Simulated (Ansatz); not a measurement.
NaHF₂: what symmetry allows forces and stress to be

```
CELL_PARAMETERS angstrom
1.65487 0.95544 4.50413
-1.65487 0.95544 4.50413
0.00000 -1.91088 4.50413
ATOMIC_POSITIONS crystal
Na 0.00000 0.00000 0.00000
H 0.50000 0.50000 0.50000
F 0.42069 0.42069 0.42069
F 0.57931 0.57931 0.57931
```

Theory: DFT PBEsol, scalar-relativistic, plane waves, PAW in Ansatz.

Plane waves to 420 eV, a k mesh through Γ of 9×9×9 on the computed 4-atom cell and Gaussian smearing (0.02 eV); no spin polarisation.

This distorted cell has space group R-3m, with 12 operations.

Task: Without a calculation: in which directions can each atom feel a force?

Result: A force must be left unchanged by every operation that keeps its atom in place, so it lies in the space that those operations leave fixed. Atoms that the group maps onto each other feel forces of one size.
| atom | site symmetry | operations at the site | equivalent to atom | allowed force (Cartesian) |
| --- | --- | --- | --- | --- |
| Na1 | -3m | 12 | 1 | none |
| H2 | -3m | 12 | 2 | none |
| F3 | 3m | 6 | 3 | along (0.00, 0.00, 1.00) |
| F4 | 3m | 6 | 3 | along (0.00, 0.00, 1.00) |

That leaves 1 independent force component of 12. A relaxation in this cell that keeps the symmetry moves the atoms in these directions alone.

Task: And the stress tensor?

Result: It must be invariant under the point group, which leaves 2 independent components: yz, xz, xy vanish; xx = yy.

Task: Do the computed values obey this?

Result: Yes. Forces (eV/Å):
```
Na1  0.000  0.000  0.000
H2   0.000  0.000  0.000
F3   0.000  0.000 -2.315
F4   0.000  0.000  2.315
```

Stress (GPa, compression positive, xx yy zz yz xz xy): 3.28 3.28 20.93 0.00 0.00 0.00. The program imposes the same operations on density, forces and stress, so this confirms the analysis and is no independent test of the calculation.

Cost: 1 run of about 0.038 core-minutes, on Arm Neoverse V2 (shared hosts).